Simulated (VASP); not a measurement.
Level of theory: PW91 GGA, VASP's PBE PAW potentials (set 64) (plane waves; VASP).

The input files of a VASP run:

POSCAR:
```
Ti3SiC2
1.0
  3.0814910000   0.0000000000   0.0000000000
 -1.5407460000   2.6686490000   0.0000000000
  0.0000000000   0.0000000000  17.7618820000
Ti Si C
6 2 4
Cartesian
  1.5407468741   0.8895487771   6.4816659794
 -0.0000018741   1.7791002229  11.2802160206
 -0.0000018741   1.7791002229  15.3626069794
  1.5407468741   0.8895487771   2.3992750206
  0.0000000000   0.0000000000   8.8809410000
  0.0000000000   0.0000000000   0.0000000000
  0.0000000000   0.0000000000  13.3214115000
  0.0000000000   0.0000000000   4.4404705000
 -0.0000018741   1.7791002229   7.5933821738
  1.5407468741   0.8895487771  10.1684998262
  1.5407468741   0.8895487771  16.4743231738
 -0.0000018741   1.7791002229   1.2875588262
```

INCAR:
```
SYSTEM = Ti3SiC2
PREC = Accurate; ENCUT = 400; LREAL = .FALSE.
LASPH = .TRUE.
EDIFF = 1E-6; NELM = 100; ALGO = Normal
LMAXMIX = 4
ISMEAR = 0; SIGMA = 0.1
GGA = 91
ISIF = 2
LWAVE = .FALSE.; LCHARG = .FALSE.
```

### KPOINTS
```
Regular mesh
0
Gamma
 8 8 2
0.5 0.5 0.5
```

POTCAR, in this order: Ti_sv Si C (PBE.64 set). Program: vasp_std.

The resulting files:

**OSZICAR**
```
       N       E                     dE             d eps       ncg     rms          rms(c)
DAV:   1     0.118582837672E+04    0.11858E+04   -0.39773E+04  2280   0.168E+03
DAV:   2     0.748209948206E+02   -0.11110E+04   -0.10824E+04  2280   0.552E+02
DAV:   3    -0.113277117372E+03   -0.18810E+03   -0.18240E+03  3477   0.192E+02
DAV:   4    -0.131014566344E+03   -0.17737E+02   -0.17637E+02  3192   0.575E+01
DAV:   5    -0.132209606130E+03   -0.11950E+01   -0.11939E+01  3584   0.137E+01    0.411E+01
DAV:   6    -0.105852899555E+03    0.26357E+02   -0.24359E+02  3114   0.791E+01    0.135E+01
DAV:   7    -0.105491418706E+03    0.36148E+00   -0.45958E+01  3143   0.345E+01    0.987E+00
DAV:   8    -0.104835709480E+03    0.65571E+00   -0.13903E+01  3094   0.180E+01    0.602E+00
DAV:   9    -0.104682069105E+03    0.15364E+00   -0.16435E+00  3248   0.684E+00    0.188E+00
DAV:  10    -0.104661724710E+03    0.20344E-01   -0.35670E-01  3584   0.340E+00    0.902E-01
DAV:  11    -0.104670735721E+03   -0.90110E-02   -0.63033E-02  3536   0.162E+00    0.487E-01
DAV:  12    -0.104668415118E+03    0.23206E-02   -0.23484E-02  3096   0.137E+00    0.117E-01
DAV:  13    -0.104668495994E+03   -0.80876E-04   -0.22864E-03  3456   0.326E-01    0.353E-02
DAV:  14    -0.104668499630E+03   -0.36358E-05   -0.29826E-04  3192   0.102E-01    0.203E-02
DAV:  15    -0.104668495640E+03    0.39903E-05   -0.47473E-05  3160   0.550E-02    0.946E-03
DAV:  16    -0.104668494715E+03    0.92519E-06   -0.11476E-05  3000   0.211E-02    0.212E-03
DAV:  17    -0.104668494685E+03    0.29293E-07   -0.11383E-06  1680   0.110E-02
   1 F= -.10466849E+03 E0= -.10466268E+03  d E =-.116328E-01
```

**OUTCAR**
```
------------------------ aborting loop because EDIFF is reached ----------------------------------------
  FORCE on cell =-STRESS in cart. coord.  units (eV):
  Direction    XX          YY          ZZ          XY          YZ          ZX
  --------------------------------------------------------------------------------------
  Total       -1.9721184     -1.9721177     -2.4113340      0.0000004     -0.0000000     -0.0000000
  in kB      -21.6322765    -21.6322686    -26.4500567      0.0000041     -0.0000000     -0.0000000
  external PRESSURE =     -23.2382006 kB  Pullay stress =       0.0000000 kB
  volume of cell :      146.06
      direct lattice vectors                 reciprocal lattice vectors
     3.081491000  0.000000000  0.000000000     0.324518228  0.187360782  0.000000000
    -1.540746000  2.668649000  0.000000000     0.000000000  0.374721441  0.000000000
     0.000000000  0.000000000 17.761882000     0.000000000  0.000000000  0.056300340
 POSITION                                       TOTAL-FORCE (eV/Angst)
 -----------------------------------------------------------------------------------
      1.54075      0.88955      6.48167         0.000000     -0.000000      0.068012
     -0.00000      1.77910     11.28022        -0.000000      0.000000     -0.068012
     -0.00000      1.77910     15.36261        -0.000000      0.000000      0.068012
      1.54075      0.88955      2.39928        -0.000000     -0.000000     -0.068012
      0.00000      0.00000      8.88094        -0.000000     -0.000000      0.000000
      0.00000      0.00000      0.00000        -0.000000     -0.000000      0.000000
      0.00000      0.00000     13.32141        -0.000000     -0.000000      0.000000
      0.00000      0.00000      4.44047        -0.000000     -0.000000      0.000000
     -0.00000      1.77910      7.59338        -0.000000     -0.000000     -0.013841
      1.54075      0.88955     10.16850         0.000000     -0.000000      0.013841
      1.54075      0.88955     16.47432         0.000000      0.000000     -0.013841
     -0.00000      1.77910      1.28756        -0.000000     -0.000000      0.013841
 -----------------------------------------------------------------------------------
    total drift:                                0.000000      0.000000      0.000000
  FREE ENERGIE OF THE ION-ELECTRON SYSTEM (eV)
  ---------------------------------------------------
  free  energy   TOTEN  =      -104.6684946855 eV

  energy  without entropy=     -104.6568618769  energy(sigma->0) =     -104.66267828
```
(Selected blocks of OUTCAR.)

At this cut-off the stress carries a Pulay error, which pulls relaxed volumes low.

The structure comes from a computed database's Ti3SiC2 entry, a phase known from measurement. The cell was not relaxed at this level. The run is one of a series of settings (GGA = 91, POTCAR Ti_sv Si C (PBE.64 set) against the base run), some of them coarse on purpose.
